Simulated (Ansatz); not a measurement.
# MoSe2: the cost of one run

Program: Ansatz 0.2.0. Level of theory: DFT PBE+D3(BJ), scalar-relativistic, plane waves, PAW. These are calculated values, not measurements.

The COD entry's cell or inner coordinates are ideal or old and differ from later refinements, so a difference from it is no clean test against experiment.

1 further run of the same task is left out (set aside as unsound or not needed).

**1. Starting point**

It takes space group P6_3/mmc (No. 194, hexagonal). The conventional cell has a = 3.277 Å, b = 3.277 Å, c = 12.893 Å, α = 90.00°, β = 90.00°, γ = 120.00°. Around Mo (site symmetry -6m2) lie 6 Se at 2.53 Å. Se (site symmetry 3m) is surrounded by 3 Mo at 2.53 Å.

As a file:

```cif
data_structure
_symmetry_space_group_name_H-M 'P 1'
_symmetry_Int_Tables_number 1
_cell_length_a 3.2767
_cell_length_b 3.2767
_cell_length_c 12.8927
_cell_angle_alpha 90.000
_cell_angle_beta 90.000
_cell_angle_gamma 120.000
_cell_volume 119.88
loop_
_atom_site_label
_atom_site_type_symbol
_atom_site_fract_x
_atom_site_fract_y
_atom_site_fract_z
_atom_site_occupancy
Mo1 Mo 0.33333 0.66667 0.25000 1
Mo2 Mo 0.66667 0.33333 0.75000 1
Se1 Se 0.33333 0.66667 0.62012 1
Se2 Se 0.66667 0.33333 0.12012 1
Se3 Se 0.33333 0.66667 0.87988 1
Se4 Se 0.66667 0.33333 0.37988 1
```

It is the result of an earlier relaxation at this level (volume 19.98 Å³/atom; gap on the mesh: 0.84 eV).

**2. Linear response at Γ**

Input file input.yaml:

```yaml
crystal:
  lattice:
    - [3.2766750867, 0.0, 0.0]
    - [-1.6383375433, 2.837683865, 0.0]
    - [0.0, 0.0, 12.8927195494]
  atoms:
    - { symbol: Mo, position: [0.3333333333, 0.6666666667, 0.25] }
    - { symbol: Mo, position: [0.6666666667, 0.3333333333, 0.75] }
    - { symbol: Se, position: [0.3333333333, 0.6666666667, 0.6201240544] }
    - { symbol: Se, position: [0.6666666667, 0.3333333333, 0.1201240544] }
    - { symbol: Se, position: [0.3333333333, 0.6666666667, 0.8798759456] }
    - { symbol: Se, position: [0.6666666667, 0.3333333333, 0.3798759456] }
basis:
  ecutwfc: 420
kpoints:
  mp_grid: { grid: [6, 6, 1] }
hamiltonian:
  xc: pbe
  dispersion: d3bj
scf:
  occupations: { method: fixed }
output:
  eigenvalues: true
phonons:
  method: dfpt
  dielectric: true
  rigid_motions: translations
  eigenvectors: true
```

On the command line:

```sh
> ansatz run input.yaml --threads 1 --pin off --max-ram 2560MiB --backend cpu --events-out ev --progress --plain --runs-dir out
```

What time and memory should one allow on 1 thread of Intel Xeon at 2.70GHz, shared host?

About 4.1 min, with a peak of 0.89 GiB.
